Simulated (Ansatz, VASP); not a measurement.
MgO2 in VASP and in Ansatz

```
Mg O
1.0
     1.66895    0.96357    3.35422
    -1.66895    0.96357    3.35422
     0.00000   -1.92714    3.35422
Mg O
1 2
Direct
  0.00000 0.00000 0.00000
  0.42879 0.42879 0.42879
  0.57121 0.57121 0.57121
```

Change from the starting cell: strain +0.040 along x and y, -0.040 along z, atoms carried along.

Alike in both runs: task single point; functional PBEsol; k mesh 12 × 12 × 12; occupations gaussian, width 0.05 eV; no spin polarisation.

|  | VASP | Ansatz |
| --- | --- | --- |
| version | VASP 6.6.1 | Ansatz 0.2.0 |
| potentials or method | VASP PAW PBE potentials, release 64 (Mg, O) | scalar-relativistic, plane waves, PAW |
| plane-wave cutoff (eV) | 520 | 420 |
| valence electrons in the cell | 14 | 22 |

```tsv
	VASP	Ansatz	Ansatz less VASP
gap on the k mesh at the Fermi level (eV)	2.77	2.79	+0.018
least direct gap on the mesh (eV)	2.95	2.98	+0.024
pressure (GPa)	-4.3	-4.3	+0.05
largest component of the traceless stress (GPa)	17.87	16.46	-1.413
rms of the force components (eV/Å)	0.808	0.686	-0.1212
```

Atom by atom the forces differ by 0.121 eV/Å (rms over components). The functional is the same, so the differences come from potentials, cutoffs and numerics. The two sets of potentials don't hold the same shells in valence.

Caveats: the PAW data sets were made with another functional, which shifts forces and pressure a little (VASP). A k mesh can miss the band edges.
